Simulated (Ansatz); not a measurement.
A plane-wave DFT run in Ansatz 0.2.0 (scalar-relativistic PAW potentials unless the input names others): input and command.

```yaml
crystal:
  lattice:
    - [3.3174142475, 0.0, 0.0]
    - [-1.6587071238, 5.1453560762, 0.0]
    - [0.0, 0.0, 24.68402887]
  atoms:
    - { symbol: P, position: [0.8947174912, 0.7894349824, 0.3443522143] }
    - { symbol: P, position: [0.3947174912, 0.7894349824, 0.4045877687] }
    - { symbol: P, position: [0.6052825088, 0.2105650176, 0.4293701976] }
    - { symbol: P, position: [0.0694122186, 0.1381482049, 0.4905487024] }
    - { symbol: P, position: [0.8300705687, 0.6578428178, 0.4827001852] }
    - { symbol: P, position: [0.2652412103, 0.527656661, 0.5376363345] }
    - { symbol: B, position: [0.2652412103, 0.527656661, 0.6154194229] }
basis:
  ecutwfc: 420
kpoints:
  mp_grid: { grid: [9, 6, 1] }
hamiltonian:
  xc: pbesol
  dispersion: d3bjatm
scf:
  occupations: { method: gaussian, width: 0.1 }
  mixing: { algorithm: anderson, beta: 0.2, ndim: 4 }
  initial_density: { chi_scale: 0.0 }
output:
  forces: true
  eigenvalues: true
relax:
  adjacent_minimum: "off"
  f_tol: 0.02
  max_steps: 25
  constraints: [{ sites: [0, 1, 2, 3, 4, 5] }, { site: 6, fix: xy }]
efield:
  axis: 3
  dipole_correction: true
  ramp_width: 0.04
```

```bash
ansatz run input.yaml --threads 1 --pin off --max-ram 2560MiB --backend cpu --events-out ev --progress --plain --runs-dir out
```

Abridged log:
```
Pseudopotentials: kind: paw
Pseudopotential: P, paw, valence charge 5, recommended cutoff 420 eV (normal)
Pseudopotential: B, paw, valence charge 3, recommended cutoff 420 eV (normal)
Functional definition: PBEsol
Crystal: 7 atoms, lattice volume = 421.339 Å³
Basis set: ecut = 420 eV, 8199 PW (Γ), exchange–correlation on 48×80×360 points (8 copies of the dense FFT grid, shifted against one another)
Bands: 24, of which v1, the nominal top of the filled ones, is band 17 counted from 1 (16 counted from 0)
Symmetry: 1 space group operations
Space group: P1 (ITA 1), of the structure as read, at distance tolerance 7.5e-5 Å
k-points: 28 of 54 (time reversal used)
Initial density: superposition of atomic densities (chi_scale 0, normalization cell)
Initial wavefunctions: pseudopotential atomic-orbital guess
Functional: x = pbesol(κ = 0.804, μ = 0.12345679), c = pbesol(β = 0.046)
SCF iter   1: F=—  HF=-4588.504322 eV  |F-HF|=—  |Δ(HF+E_count)|=         —  Δρ=2.12e-2  dr2=2.80e0  ethr=3.10e-3  p=0.001 e·Å  D=2.76e-4 V/Å  ΔV_dip=-0.01 eV  dr2_dipole=3.63e-3  V_vac-E_F(+/−)=5.83/5.83 eV  ⟨swp⟩=11.5  Hψ=5407  notcnv=0
efield: sawtooth ramp at fractional position 0.9599 (placed from the atoms, in the widest stretch of the axis that holds none; the zero of the levels goes with the place), width 0.0400; the density the first Hamiltonian is built on has a dipole p = 0.001 e·Å; the dipole correction subtracts the counter field D = 2.76e-4 V/Å, which shifts the + side's vacuum level by -0.01 eV against the − side's; the planar-averaged density in the ramp window peaks in size at 3.4e-7 e/Å³
SCF iter   2: F=—  HF=-4588.301055 eV  |F-HF|=—  |Δ(HF+E_count)|=   2.03e-1  Δρ=1.65e-2  dr2=1.75e0  ethr=3.10e-3  p=-0.020 e·Å  D=-8.66e-3 V/Å  ΔV_dip=0.21 eV  dr2_dipole=1.45e-4  V_vac-E_F(+/−)=5.95/5.74 eV  ⟨swp⟩=1.0  Hψ=896  notcnv=0  κ⁻¹=1.0e0(r=1)
SCF iter   3: F=—  HF=-4587.989418 eV  |F-HF|=—  |Δ(HF+E_count)|=   3.12e-1  Δρ=3.88e-3  dr2=2.21e-1  ethr=3.10e-3  p=-0.086 e·Å  D=-3.68e-2 V/Å  ΔV_dip=0.91 eV  dr2_dipole=5.71e-2  V_vac-E_F(+/−)=6.33/5.43 eV  ⟨swp⟩=3.1  Hψ=1195  notcnv=0  defer=2  κ⁻¹=7.3e-5(r=2)
SCF iter   4: F=—  HF=-4587.998164 eV  |F-HF|=—  |Δ(HF+E_count)|=   8.75e-3  Δρ=2.71e-3  dr2=9.66e-2  ethr=6.70e-4  p=-0.074 e·Å  D=-3.16e-2 V/Å  ΔV_dip=0.78 eV  dr2_dipole=1.16e-3  V_vac-E_F(+/−)=6.25/5.47 eV  ⟨swp⟩=2.1  Hψ=973  notcnv=0  defer=53  κ⁻¹=7.0e-5(r=3)
SCF iter   5: F=—  HF=-4587.987012 eV  |F-HF|=—  |Δ(HF+E_count)|=   1.12e-2  Δρ=1.54e-3  dr2=1.23e-2  ethr=2.93e-4  p=-0.089 e·Å  D=-3.82e-2 V/Å  ΔV_dip=0.94 eV  dr2_dipole=7.86e-4  V_vac-E_F(+/−)=6.33/5.38 eV  ⟨swp⟩=2.2  Hψ=906  notcnv=0  defer=54  κ⁻¹=5.8e-4(r=3)
SCF iter   6: F=—  HF=-4587.986436 eV  |F-HF|=—  |Δ(HF+E_count)|=   5.76e-4  Δρ=4.31e-4  dr2=2.47e-3  ethr=3.71e-5  p=-0.089 e·Å  D=-3.81e-2 V/Å  ΔV_dip=0.94 eV  dr2_dipole=4.09e-6  V_vac-E_F(+/−)=6.32/5.38 eV  ⟨swp⟩=2.9  Hψ=1033  notcnv=0  defer=54  κ⁻¹=3.1e-2(r=3)
SCF iter   7: F=—  HF=-4587.986275 eV  |F-HF|=—  |Δ(HF+E_count)|=   1.61e-4  Δρ=3.61e-4  dr2=5.91e-4  ethr=7.47e-6  p=-0.091 e·Å  D=-3.91e-2 V/Å  ΔV_dip=0.97 eV  dr2_dipole=1.80e-6  V_vac-E_F(+/−)=6.33/5.37 eV  ⟨swp⟩=1.2  Hψ=729  notcnv=0  defer=56  κ⁻¹=1.2e-3(r=3)
SCF iter   8: F=—  HF=-4587.986299 eV  |F-HF|=—  |Δ(HF+E_count)|=   2.46e-5  Δρ=1.55e-4  dr2=1.64e-4  ethr=1.79e-6  p=-0.092 e·Å  D=-3.93e-2 V/Å  ΔV_dip=0.97 eV  dr2_dipole=2.69e-6  V_vac-E_F(+/−)=6.34/5.37 eV  ⟨swp⟩=2.8  Hψ=1002  notcnv=0  defer=56  κ⁻¹=1.3e-2(r=3)
   ...
SCF iter   5: F=—  HF=-4587.995697 eV  |F-HF|=—  |Δ(HF+E_count)|=   5.16e-5  Δρ=1.41e-4  dr2=7.45e-5  ethr=1.76e-6  p=-0.080 e·Å  D=-3.45e-2 V/Å  ΔV_dip=0.85 eV  dr2_dipole=1.83e-7  V_vac-E_F(+/−)=6.22/5.37 eV  ⟨swp⟩=2.1  Hψ=1075  notcnv=0  defer=51  κ⁻¹=1.9e-5(r=3)
SCF iter   6: F=—  HF=-4587.995704 eV  |F-HF|=—  |Δ(HF+E_count)|=   7.29e-6  Δρ=9.13e-5  dr2=3.08e-5  ethr=2.26e-7  p=-0.080 e·Å  D=-3.45e-2 V/Å  ΔV_dip=0.85 eV  dr2_dipole=1.45e-7  V_vac-E_F(+/−)=6.22/5.37 eV  ⟨swp⟩=2.2  Hψ=935  notcnv=0  defer=51  κ⁻¹=1.3e-2(r=3)
SCF iter   7: F=—  HF=-4587.995715 eV  |F-HF|=—  |Δ(HF+E_count)|=   1.08e-5  Δρ=3.68e-5  dr2=7.60e-6  ethr=9.34e-8  p=-0.080 e·Å  D=-3.45e-2 V/Å  ΔV_dip=0.85 eV  dr2_dipole=4.54e-9  V_vac-E_F(+/−)=6.22/5.37 eV  ⟨swp⟩=2.4  Hψ=1089  notcnv=0  defer=51  κ⁻¹=7.0e-4(r=3)
SCF iter   8: F=-4587.995717 eV  HF=-4587.995718 eV  |F-HF|=8.44e-7  |Δ(HF+E_count)|=   3.27e-6  Δρ=1.97e-5  dr2=3.44e-6  ethr=1.43e-8  p=-0.081 e·Å  D=-3.46e-2 V/Å  ΔV_dip=0.85 eV  dr2_dipole=6.91e-8  V_vac-E_F(+/−)=6.22/5.37 eV  ⟨swp⟩=12.5  Hψ=3710  notcnv=0
SCF 3 converged in 8 iterations: F = -4587.995717 eV  dr2 = 3.44e-6
relax step   3: F+E_penalty+E_count = -4587.99571728 eV  Δ(F+E_penalty+E_count) = -4.578e-3 eV  max|allowed force component| = 1.783e-2 eV/Å  Δτ_max = 0.0321 Å  (8 SCF iters, dr2 threshold 4.72e-6 eV, accepted)
SCF iter   1: F=—  HF=-4587.995718 eV  |F-HF|=—  |Δ(HF+E_count)|=         —  Δρ=1.97e-5  dr2=3.45e-6  ethr=1.05e-8  p=-0.081 e·Å  D=-3.46e-2 V/Å  ΔV_dip=0.85 eV  dr2_dipole=6.87e-8  V_vac-E_F(+/−)=6.22/5.37 eV  ⟨swp⟩=1.0  Hψ=2016  notcnv=0
efield: sawtooth ramp at fractional position 0.9599 (handed on by an earlier solve), width 0.0400; the density the first Hamiltonian is built on has a dipole p = -0.081 e·Å; the dipole correction subtracts the counter field D = -3.46e-2 V/Å, which shifts the + side's vacuum level by +0.85 eV against the − side's; the planar-averaged density in the ramp window peaks in size at 2.7e-7 e/Å³
SCF iter   2: F=—  HF=-4587.995718 eV  |F-HF|=—  |Δ(HF+E_count)|=   8.34e-8  Δρ=1.68e-5  dr2=2.63e-6  ethr=1.05e-8  p=-0.081 e·Å  D=-3.46e-2 V/Å  ΔV_dip=0.85 eV  dr2_dipole=5.94e-8  V_vac-E_F(+/−)=6.22/5.37 eV  ⟨swp⟩=1.0  Hψ=616  notcnv=0  κ⁻¹=1.0e0(r=1)
SCF iter   3: F=—  HF=-4587.995719 eV  |F-HF|=—  |Δ(HF+E_count)|=   8.27e-7  Δρ=6.69e-6  dr2=3.67e-7  ethr=7.97e-9  p=-0.081 e·Å  D=-3.46e-2 V/Å  ΔV_dip=0.85 eV  dr2_dipole=2.24e-8  V_vac-E_F(+/−)=6.22/5.37 eV  ⟨swp⟩=2.6  Hψ=864  notcnv=0  κ⁻¹=1.4e-4(r=2)
SCF iter   4: F=-4587.995719 eV  HF=-4587.995719 eV  |F-HF|=5.13e-8  |Δ(HF+E_count)|=   1.27e-7  Δρ=3.66e-6  dr2=8.27e-8  ethr=3.03e-10  p=-0.081 e·Å  D=-3.46e-2 V/Å  ΔV_dip=0.85 eV  dr2_dipole=1.84e-8  V_vac-E_F(+/−)=6.22/5.37 eV  ⟨swp⟩=5.0  Hψ=3384  notcnv=0
SCF 4 converged in 4 iterations: F = -4587.995719 eV  dr2 = 8.27e-8
relax step   4: F+E_penalty+E_count = -4587.99571940 eV  Δ(F+E_penalty+E_count) = -2.119e-6 eV  max|allowed force component| = 1.649e-2 eV/Å  Δτ_max = 0.0000 Å  (4 SCF iters, accepted)
SCF converged after 4 iterations
Stability not checked: this state was not tested for a lower state beside it, because the mixer in use, unlike msr1, does not test its closes by its own steps (another_mixer; see scf.mixing.algorithm and scf.lower_state_search)
Free energy (F): -4587.995719 eV
Harris-Foulkes:  -4587.995719 eV  (|F-HF|=5.13e-8)
Internal energy: -4587.968913 eV  (E = F + TS)
E sigma→0 (E₀):  -4587.982316 eV
Entropy (-TS):   -0.026806 eV (-3.829 meV/atom)
Fermi energy:    -1.929591 eV
Dipole field:    D = -0.034488 V/Å  (p = -0.080304 e·Å, saw-weighted, corrected)
Work function:   Φ+ = 6.2191 eV   Φ− = 5.3678 eV
Levels:          The Fermi level and band energies are counted from a zero that moves with the ramp; work functions are not
  E_disp       = -1.360066  (pairwise vdW)
--- Forces (eV/Å), atoms counted from 1 ---
  atom   1  P      0.00243242    -0.09252806     0.90933324
  atom   2  P     -0.00052109    -0.38912008    -1.22285238
  atom   3  P      0.01040400     0.50665393     0.58065109
  atom   4  P     -0.01150055    -0.97863860    -0.07929184
  atom   5  P      0.00655731     0.28437278    -0.21335699
  atom   6  P     -0.00770425     0.58550935     0.00898600
  atom   7  B      0.00033237     0.08375347     0.01648805
--- Relaxed structure (4 steps of the walk, 4 accepted, 0 SCFs on fresh bases) ---
  F+E_penalty+E_count = -4587.99571940 eV   max|allowed force component| = 1.649e-2 eV/Å
  atoms:
    - { symbol: P, position: [0.8947174912, 0.78943498, 0.34435221] }
    - { symbol: P, position: [0.3947174912, 0.78943498, 0.4045877687] }
    - { symbol: P, position: [0.6052825088, 0.21056501, 0.4293701976] }
    - { symbol: P, position: [0.06941221, 0.13814820, 0.49054870] }
    - { symbol: P, position: [0.83007056, 0.65784281, 0.4827001852] }
    - { symbol: P, position: [0.2652412103, 0.52765666, 0.5376363345] }
    - { symbol: B, position: [0.2652412103, 0.52765666, 0.61730240] }
```

Apart from outputs and empty bands, the input differs from a reference run on usual settings in scf.mixing.algorithm: not typed → "anderson"; scf.mixing.beta: not typed → 0.2; scf.mixing.ndim: not typed → 4; hamiltonian.dispersion: not typed → "d3bjatm"; scf.initial_density.chi_scale: not typed → 0.0. The reference, at the same start, ended its own course with largest force 1.331 eV/Å (on an atom or along a direction that it held fixed), no gap on the mesh. This run converged in 31 SCF iterations over all its steps (reference: 26) with an energy at zero smearing 194 meV/atom below the reference's (the Hamiltonian itself differs), largest force 1.283 eV/Å, no gap on the mesh.

The run took 110 s on 1 thread of Intel(R) Xeon(R) Platinum 8259CL CPU @ 2.50GHz (Skylake/Cascade Lake), with other jobs on the host, peak memory 0.67 GiB.